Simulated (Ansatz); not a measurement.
# SrCl2 (Fm-3m): how far a G0W0 gap depends on its settings, part 2 of 2

Ansatz 0.2.0, plane waves.

**5. From HSE06, 90 empty bands, 110 eV**

input.yaml

```yaml
crystal:
  lattice:
    - [0.0, 3.4976509443, 3.4976509443]
    - [3.4976509443, 0.0, 3.4976509443]
    - [3.4976509443, 3.4976509443, 0.0]
  atoms:
    - { symbol: Sr, position: [0.0, 0.0, 0.0] }
    - { symbol: Cl, position: [0.25, 0.25, 0.25] }
    - { symbol: Cl, position: [0.75, 0.75, 0.75] }
kpoints:
  mp_grid: { grid: [2, 2, 2] }
hamiltonian:
  xc: hse06
scf:
  occupations: { method: fixed }
gw:
  n_empty_bands: 90
  ecut_chi: 110
  qp_bands: [v1, c1]
  qp_kpoints: band_edges
  screening: { model: godby_needs }
```

Started as:

```
ansatz run input.yaml --threads 4 --pin off --max-ram 3686MiB --backend cpu --events-out ev --progress --plain --runs-dir out
```

Output:

```text
Warning: RAYON_NUM_THREADS=4 ignored (pool sized by the plan → 4); use --threads N
exact exchange: scf.exx.singularity resolves to wigner_seitz, which cuts the screened interaction at the faces of the exchange supercell's Wigner-Seitz cell, so that each pair interacts once, at the shortest of its separations (the periodic images that this leaves out come, for a point-like exchange hole, to about 0.016 eV on a filled level). The cut falls within the interaction's reach, and what an exchange supercell this small leaves in the energy, the band gaps and, where it is computed, the pressure is not bounded here. The exchange supercell (the smallest cell that an SCF of this deck is solved on times the 2×2×2 mesh of the exchange sum) has its nearest image at L = 9.89 Å, 2.06 times the interaction's range 1/ω = 4.81 Å. A denser mesh of the exchange sum (kpoints.mp_grid; where a k-mesh is refused, the cell repeated along its short axes), shrinks what is left. The k-mesh (kpoints.mp_grid) can leave an error of its own, as it does under a semilocal functional: two runs of this structure under PBE, one on that k-mesh and one on a denser one or on the cell repeated (per cell), show about how large it is in the energy; in a metal the hybrid's can be larger than they show. Converge the k-mesh under the hybrid itself. See scf.exx.q_mesh
Engine: ansatz 0.2.0, aarch64-unknown-linux-gnu
Pseudopotentials: kind: paw
Pseudopotential: Sr, paw, valence charge 10, recommended cutoff 420 eV (normal), Sr.paw.azcp
Pseudopotential: Cl, paw, valence charge 7, recommended cutoff 420 eV (normal), Cl.paw.azcp
Functional definition: HSE06
  parameter a = 0.25
  parameter omega = 0.11/bohr
  exchange = pbe_x - a*pbe_x_sr(omega) + a*exact_x_sr(omega)
  correlation = pbe_c
davidson cushion auto → on  (no smearing: the cushion is to keep the highest requested band from converging to the state above it; pin scf.eigensolver.cushion to override)
Crystal: 3 atoms, lattice volume = 85.577 Å³
Basis set: ecut = 420 eV, 1687 PW (Γ)
Bands: 16, of which v1, the nominal top of the filled ones, is band 12 counted from 1 (11 counted from 0)
Symmetry: 48 space group operations
Space group: Fm-3m (ITA 225), of the structure as read, at distance tolerance 4.4e-5 Å
k-points: 3 of 8
Non-local potential: Sr, projectors of the file, l = 0: 3, l = 1: 2, l = 2: 2
Non-local potential: Cl, projectors of the file, l = 0: 2, l = 1: 2, l = 2: 2
PAW form: soft (Blöchl's): semilocal exchange-correlation on the pseudo side does not see the compensation charge
PAW frozen core: Sr, regenerated for the run's functional, and the local potential with it (the file was generated under x = pbe(κ = 0.804, μ = 0.2195149727645171), c = pbe(β = 0.06672455060314922))
PAW frozen core: Cl, regenerated for the run's functional, and the local potential with it (the file was generated under x = pbe(κ = 0.804, μ = 0.2195149727645171), c = pbe(β = 0.06672455060314922))
PAW one-centre angular grid: Sr, 110 points (default); XC on 64 Gauss nodes
PAW one-centre angular grid: Cl, 110 points (default); XC on 64 Gauss nodes
Initial density: superposition of atomic densities (neutral atoms: chi_scale 0, normalization atom), corrected by the library's trained network
Initial wavefunctions: pseudopotential atomic-orbital guess
Functional: x = pbe(κ = 0.804, μ = 0.2195149727645171), c = pbe(β = 0.06672455060314922), warm-up for x = pbe(κ = 0.804, μ = 0.2195149727645171) + 0.25 (exact − pbe) at short range (hse, ω = 0.20786987370883472 Å⁻¹), c = pbe(β = 0.06672455060314922); HSE06 as pw.x's `hse` composes it (authors' and Libxc's form: `xc: wpbeh`)
SCF iter   1: F=—  HF=-5710.687989 eV  |F-HF|=—  |Δ(HF+E_count)|=         —  Δρ=7.41e-4  dr2=3.77e-4  ethr=1.77e-3  ⟨swp⟩=3.7  Hψ=349  notcnv=0
preconditioner: auto → none  [insulator: Δε(μ)=5.305 eV  Ē_g=14.156 eV  n_scr=14 (ndim 8)  ℏωp=18.8 eV  f_vac=0.093]
iter 2 solved again at ethr=8.87e-8 eV; its pass at ethr=1.57e-6 eV (dr2=2.13e-5 eV) is discarded
SCF iter   2: F=-5710.687942 eV  HF=-5710.687898 eV  |F-HF|=4.42e-5  |Δ(HF+E_count)|=   9.06e-5  Δρ=2.32e-4  dr2=2.14e-5  ethr=8.87e-8  ⟨swp⟩=2.7  Hψ=298  notcnv=0
SCF 1 stopped early in 2 iterations: F = -5710.687942 eV  dr2 = 2.14e-5
Initial density: handed on by an earlier stage of this run
Initial wavefunctions: those handed on with the density
Functional: x = pbe(κ = 0.804, μ = 0.2195149727645171) + 0.25 (exact − pbe) at short range (hse, ω = 0.20786987370883472 Å⁻¹), c = pbe(β = 0.06672455060314922); HSE06 as pw.x's `hse` composes it (authors' and Libxc's form: `xc: wpbeh`)
Exchange kernel: α = 0.2500, screened, ω = 0.2079 Å⁻¹, Wigner–Seitz truncation, v(0) = 851.7509 eV·Å³, q-mesh 2×2×2, nearest image of the exchange supercell L = 9.89 Å, pair-density grid 18×18×18, without the augmentation charges, whose exchange is taken in its separable form by FFT convolution over the k-point mesh (sized by the pseudopotential files, 27×27×27 at the most), smooth part of the exact exchange by density-matrix convolution
Frozen-core exchange: fock
SCF iter   1: F=—  HF=-5714.898654 eV  |F-HF|=—  |Δ(HF+E_count)|=         —  Δρ=2.95e-3  dr2=6.87e-3  ethr=8.92e-7  ⟨swp⟩=7.0  Hψ=253  notcnv=0
preconditioner: auto → none  [insulator: Δε(μ)=6.599 eV  Ē_g=16.085 eV  n_scr=14 (ndim 8)  ℏωp=18.8 eV  f_vac=0.093]
SCF iter   2: F=—  HF=-5714.896315 eV  |F-HF|=—  |Δ(HF+E_count)|=   2.34e-3  Δρ=1.40e-3  dr2=1.25e-3  ethr=8.92e-7  ⟨swp⟩=5.0  Hψ=184  notcnv=0
SCF iter   3: F=—  HF=-5714.900263 eV  |F-HF|=—  |Δ(HF+E_count)|=   3.95e-3  Δρ=4.77e-4  dr2=3.01e-4  ethr=8.92e-7  ⟨swp⟩=4.0  Hψ=166  notcnv=0
SCF iter   4: F=—  HF=-5714.900164 eV  |F-HF|=—  |Δ(HF+E_count)|=   1.00e-4  Δρ=6.74e-5  dr2=6.15e-6  ethr=8.92e-7  ⟨swp⟩=4.0  Hψ=142  notcnv=0
SCF iter   5: F=-5714.900221 eV  HF=-5714.900224 eV  |F-HF|=2.30e-6  |Δ(HF+E_count)|=   6.01e-5  Δρ=5.40e-5  dr2=3.94e-6  ethr=9.64e-9  ⟨swp⟩=4.3  Hψ=170  notcnv=0
SCF 2 stopped early in 5 iterations: F = -5714.900221 eV  dr2 = 3.94e-6
hybrid outer 1: dexx = +4.789e-3 eV, tail = 1.34e-5 eV
Exchange kernel: α = 0.2500, screened, ω = 0.2079 Å⁻¹, Wigner–Seitz truncation, v(0) = 851.7509 eV·Å³, q-mesh 2×2×2, nearest image of the exchange supercell L = 9.89 Å, pair-density grid 18×18×18, without the augmentation charges, whose exchange is taken in its separable form by FFT convolution over the k-point mesh (sized by the pseudopotential files, 27×27×27 at the most), smooth part of the exact exchange by density-matrix convolution
Frozen-core exchange: fock
SCF iter   1: F=—  HF=-5714.900198 eV  |F-HF|=—  |Δ(HF+E_count)|=         —  Δρ=2.76e-5  dr2=6.54e-7  ethr=2.78e-7  ⟨swp⟩=3.0  Hψ=111  notcnv=0
preconditioner: auto → none  [insulator: Δε(μ)=6.594 eV  Ē_g=16.072 eV  n_scr=14 (ndim 8)  ℏωp=18.8 eV  f_vac=0.097]
iter 2 solved again at ethr=1.43e-10 eV; its pass at ethr=1.93e-9 eV (dr2=3.43e-8 eV) is discarded
SCF iter   2: F=-5714.900198 eV  HF=-5714.900198 eV  |F-HF|=1.20e-8  |Δ(HF+E_count)|=   9.65e-8  Δρ=1.05e-5  dr2=4.75e-8  ethr=1.43e-10  ⟨swp⟩=2.0  Hψ=264  notcnv=0
SCF 3 converged in 2 iterations: F = -5714.900198 eV  dr2 = 4.75e-8
hybrid outer 2: dexx = +1.185e-7 eV, tail = 1.07e-7 eV, Δε = 2.33e-3 eV (about 3.13e-4 eV left of the loop's levels)
NSCF: frozen V_eff on 3 k-points
Exchange-term sweep: 0 of 3 (spin, k) points
Exchange-term sweep: 1 of 3 (spin, k) points
Exchange-term sweep: 2 of 3 (spin, k) points
Exchange-term sweep: 3 of 3 (spin, k) points
G₀W₀ screening: q 1/3
G₀W₀ screening: q 2/3
G₀W₀ screening: q 3/3
G₀W₀ self-energy: k 1/3
G₀W₀ self-energy: k 2/3
G₀W₀ self-energy: k 3/3
NSCF: frozen V_eff on 1 k-points
NSCF: frozen V_eff on 1 k-points
hybrid SCF converged: 2 outer / 7 inner (+2 warm-up), last move |dexx| = 1.18e-7 eV, tail = 1.07e-7 eV
Stability not checked: this state was not tested for a lower state beside it, because the functional holds exact exchange (a hybrid, or Hartree-Fock), whose exchange loop this test does not read (fock_operator; see scf.lower_state_search)
Free energy (F): -5714.900198 eV
Frozen-core exchange: fock
Harris-Foulkes:  -5714.900198 eV  (|F-HF|=1.20e-8)
Internal energy: -5714.900198 eV  (E = F + TS)
E sigma→0 (E₀):  -5714.900198 eV
Fermi energy:    2.111858 eV
--- Per-component energies (eV) ---
  E_band       = -185.245300
  E_kinetic    = 568.268319
  E_local      = -1185.385623  (includes V_loc(G=0)·N_el)
  E_nonlocal   = 257.975535
  E_hartree    = 326.668892
  E_xc         = -311.527069
  E_vxc        = -325.177484  (∫ρ·V_xc dr)
  E_exx        = -54.311275  (= α·E_x^exact, valence–valence)
  E_paw        = -4040.627700  (= ΣΔE_a)
  E_vpaw       = -45.643494  (= ΣTr[D̂ρ^β])
  E_aug_tail   = 0.000178  (compensation charges beyond the density's cutoff)
  E_ewald      = -1275.367140
  E_core_change = -0.594315  (= ΣΔE_core)
  E_smearing   = -0.000000  (= −TS)
  E_closure    = -0.000000  (closes the sum)
  Σ components = -5714.900198   (vs F -5714.900198, Δ=9.09e-13)
--- Band table (eV) ---
  k-point 0: bands = ["-32.7778", "-13.5095", "-13.5095", "-13.5095", "-12.4011", "-11.4940", "-0.1300", "-0.1300", "-0.1300", "1.7483", "1.7483", "1.7483", "8.7048", "9.6442"]
  k-point 1: bands = ["-32.7742", "-13.9021", "-13.5271", "-13.5271", "-11.9761", "-11.4876", "0.4815", "0.4815", "0.5469", "0.7238", "0.9908", "0.9908", "10.3086", "10.3086"]
  k-point 2: bands = ["-32.7729", "-13.9882", "-13.5512", "-13.5512", "-11.8178", "-11.4848", "-0.7936", "0.1005", "0.1005", "1.7041", "1.7041", "2.1119", "8.9337", "10.6578"]
  guard bands above this table: 2 of the run's 16 bands. The solve was not asked for them (output.publish_guard_bands: true or output.eigenvalues: true publishes all)
--- G₀W₀: ω_p = 19.6645 eV, 8 q-points, 90 empty bands' worth ---
  eigenvalues of the whole cell's RPA ε∞ on this k-mesh (on a slab, of 1 + 4πα/V) = 2.5000, 2.5000, 2.5000; static W/v taken at q = 0 is 0.400008
  GN-PPA: 113754/408229 pairs with Re ω̃² < 0 across q-mesh
  bands read: the sum over 102 bands ends inside a degenerate multiplet in 2 slots, whose members it reads at an even weight; the widest, k=0: bands 101 to 103 (counted from 1) at 2/3 each
  gw.qp_kpoints: band_edges: 3 of 3 stored k-points solved, in 1 pass; an edge of the gap read off the rows below is read off those points alone
    ik  band        ε_KS         Σx   Σc(E_QP)       V_xc       Z   E_QP_lin       E_QP  E_QP is
     0    12      1.7483   -21.2265     2.6741   -17.7837  0.8279     0.9764     0.9795  root
     0    13      8.7048    -4.7579    -3.2208    -8.4993  0.8722     9.2266     9.2254  root
     1    12      0.9908   -20.7561     2.7581   -17.1624  0.8267     0.1512     0.1553  root
     1    13     10.3086    -5.5115    -3.5162   -10.1734  0.8658    11.4604    11.4543  root
     2    12      2.1119   -21.5054     2.6318   -18.1544  0.8279     1.3899     1.3926  root
     2    13      8.9337    -4.4636    -3.1660    -8.4181  0.8723     9.7252     9.7223  root
```

Wall time 8 s (4 threads of Arm Neoverse V2, shared host); peak memory 0.43 GiB.

With 90 empty bands and 110 eV for the screening, the 2×2×2 mesh shows 6.59 eV for HSE06 and 7.83 eV for the quasiparticles (+1.24 eV). The renormalisation factors Z of the two edge bands lie between 0.83 and 0.87.

**6. All runs side by side**

This closing draws on all 2 parts.

```
start  potentials  frequencies  empty bands  cutoff (eV)   mesh  Kohn-Sham gap (eV)  G0W0 gap (eV)
  PBE         PAW         full          150          100  2×2×2                5.30           7.28
HSE06         PAW         full           30           40  2×2×2                6.59           7.76
HSE06         PAW         pole           90          110  2×2×2                6.59           7.83
```

Gaps are those on each run's own mesh. Runs that failed or were set aside have no row.

**Reading.** Over the runs in the table the G0W0 gap on the mesh spans 7.28 to 7.83 eV, and the shift from the starting levels +1.17 to +1.97 eV; where more than one setting differs between two runs, no single one explains their difference. G0W0 here is at a finite number of bands, screening cutoff and k mesh, not at the basis limit.
